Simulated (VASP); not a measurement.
Set up this calculation in VASP 6.6.1, as the native input.

```yaml
Task: single point
Functional: RPBE
Potentials_or_basis: VASP PAW PBE potentials, release 64 (N, B)
Cutoff: 520 eV
k_mesh: 12 × 12 × 12
Occupations: gaussian, width 0.1 eV
Spin: no spin polarisation
Further_INCAR_settings: ALGO = Normal; EDIFF = 1e-07
```

The structure of BN lies in POSCAR:

```
BN
1.0
    1.2511217832      0.7223354983      3.3729344033
   -1.2511217832      0.7223354983      3.3729344033
    0.0000000000     -1.4446709966      3.3729344033
N B
1 1
Cartesian
    0.0000000000      0.0000000000      6.7516520399
    0.0000000000      0.0000000000      0.0033270625
```

The cell is a database's computed one.

The input as run:

INCAR

```
SYSTEM = BN
ALGO = Normal
EDIFF = 1E-7
ENCUT = 520
GGA = RP
ISIF = 2
ISMEAR = 0
LASPH = .TRUE.
LCHARG = .FALSE.
LREAL = .FALSE.
LWAVE = .FALSE.
NELM = 80
PREC = Accurate
SIGMA = 0.1
```

KPOINTS

```
k-points
0
G
  12 12 12
  0 0 0
```

Potentials or basis: VASP PAW PBE potentials, release 64 (N, B).

Launch:

```console
$ cat potpaw_PBE.64/N/POTCAR potpaw_PBE.64/B/POTCAR > POTCAR
$ mpirun -np 1 vasp_std > vasp.out
```

It gave:

| Item | Value |
| --- | --- |
| Pressure | 7.5 GPa |
| Largest force | 0.003 eV/Å |
| Band gap on the k mesh | 4.39 eV, indirect (least direct gap 4.77 eV) |

Caveat: the PAW data sets were made with another functional, which shifts forces and pressure a little.

Run time: 21 s on 1 thread of Intel(R) Xeon(R) Platinum 8559C (Emerald Rapids), with other jobs on the host, peak memory 0.16 GiB.
